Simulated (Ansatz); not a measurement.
Sn:

```xyz
1
Lattice="-1.8947 1.8947 1.8947 1.8947 -1.8947 1.8947 1.8947 1.8947 -1.8947" Properties=species:S:1:pos:R:3 pbc="T T T"
Sn    0.0000    0.0000    0.0000
```

This isn't the form of Sn at room conditions, which is tetragonal (white tin).

- Program: Ansatz 0.2.0
- Task: relaxation of cell and atoms
- Functional: HSEsol
- Potentials or basis: Ansatz PAW
- Cutoff: 420 eV (not typed: the program's choice for these potentials)
- k mesh: 5 × 5 × 5
- Occupations: fermi-dirac, width 0.05 eV
- Spin: no spin polarisation

At the start: volume 27.20 Å³/atom.

**Question.** How do energy, volume and symmetry change on relaxing?

**Answer.** It ends after 7 steps and the volume is 28.57 Å³/atom (+5.0 %); space group Im-3m (No. 229, to 0.05 Å).

Step by step:
| step | energy change (eV) | largest force (eV/Å) | volume (Å³) |
| --- | --- | --- | --- |
| 1 | 0.0000 | 0.0000 | 27.20 |
| 2 | -0.0010 | 0.0000 | 27.52 |
| 3 | -0.0027 | 0.0000 | 27.97 |
| 4 | -0.0039 | 0.0000 | 28.43 |
| 5 | -0.0039 | 0.0000 | 28.62 |
| 6 | -0.0040 | 0.0000 | 28.57 |
| 7 | -0.0043 | 0.0000 | 28.57 |

Final structure:
```
Sn
1.0
    -1.92588    1.92588    1.92588
     1.92588   -1.92588    1.92588
     1.92588    1.92588   -1.92588
Sn
1
Direct
  0.00000 0.00000 0.00000
```

Caveat: the k mesh is coarse (spacing up to 0.47 Å⁻¹), so the values aren't converged, least of all with exact exchange; the plane-wave basis is chosen anew once the cell has moved, so the energies of steps on either side of that aren't comparable; the PAW data sets come from PBE, with cores solved anew for the run's functional, which leaves a small shift of forces and pressure.
